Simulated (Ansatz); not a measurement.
CdS (F-43m) from a database structure was put through Ansatz (plane waves). The input holds the cell as the database lists it.

The cell given to it:
```
Cd S
1.0
     0.00000    2.94295    2.94295
     2.94295    0.00000    2.94295
     2.94295    2.94295    0.00000
Cd S
1 1
Direct
  0.00000 0.00000 0.00000
  0.25000 0.25000 0.25000
```

Main lines of the log:
```
Crystal: 2 atoms, lattice volume = 50.978 Å³
Basis set: ecut = 420 eV, 965 PW (Γ)
Bands: 17, of which v1, the nominal top of the filled ones, is band 13 counted from 1 (12 counted from 0)
Symmetry: 24 space group operations
Space group: F-43m (ITA 216)
k-points: 29 of 512 (time reversal used)
preconditioner: auto → none  [insulator: Δε(μ)=1.081 eV  σ=0.020 eV  ℏωp=22.1 eV]
relax step 1: F+E_penalty+E_count = -9157.82469334 eV  P = +1.159 GPa  Ω = 50.978 Å³
relax step 2: F+E_penalty+E_count = -9157.82825229 eV  P = +0.025 GPa  Ω = 52.021 Å³
relax step 3: F+E_penalty+E_count = -9157.82846508 eV  P = +0.023 GPa  Ω = 52.021 Å³  (SCF on a basis re-selected at this cell)
Free energy (F): -9157.828465 eV
Fermi energy:    6.791564 eV
--- Per-component energies (eV) ---
  E_band       = -520.546204
  E_kinetic    = 610.847511
  E_local      = -4082.277740
  E_nonlocal   = 62.198000
  E_hartree    = 1871.333915
  E_xc         = -273.401057
  E_vxc        = -308.435276
  E_paw        = -4683.903976
  E_vpaw       = -545.546588
  E_ewald      = -2662.625134
--- Stress (GPa, compression-positive) ---
        0.023477       0.000000       0.000000
        0.000000       0.023477       0.000000
        0.000000       0.000000       0.023477
  P = ⅓ Tr σ = 0.0235 GPa (0.235 kbar)
--- Relaxed structure (2 steps of the walk, 2 accepted, 1 SCFs on fresh bases) ---
  F+E_penalty+E_count = -9157.82846508 eV
  cell:  # Å, volume = 52.0210 Å³
    - [0.000000, 2.962895, 2.962895]
    - [2.962895, 0.000000, 2.962895]
    - [2.962895, 2.962895, 0.000000]
  atoms:
    - { symbol: Cd, position: [0.000000, 0.000000, 0.000000] }
    - { symbol: S, position: [0.250000, 0.250000, 0.250000] }
```

**Question.** What input produced it? Give the YAML.

**Answer.**
```yaml
crystal:
  # lattice and atoms as above
kpoints:
  mp_grid: { grid: [8, 8, 8] }
hamiltonian:
  xc: pbe
scf:
  occupations: { method: fermi_dirac, width: 0.02 }
relax:
  f_tol: 0.005
  cell: {}
```
The relax steps with a changing cell volume need the relax block with cell. Close relatives of this functional can't be ruled out from these lines alone. Keys that only write grids to files are left aside. Not every key shows in the log; this is the file that was used.

Run as `ansatz run input.yaml --threads 2 --pin off --max-ram 20275MiB --backend cpu --events-out ev --progress --plain --runs-dir out`. Wall time 2.3 s on 2 threads of AMD EPYC 7R13 Processor (Zen 3) (shared host), load about 2.0 per core; peak host memory 0.55 GiB.

No spin polarisation and no zero-point or thermal motion.
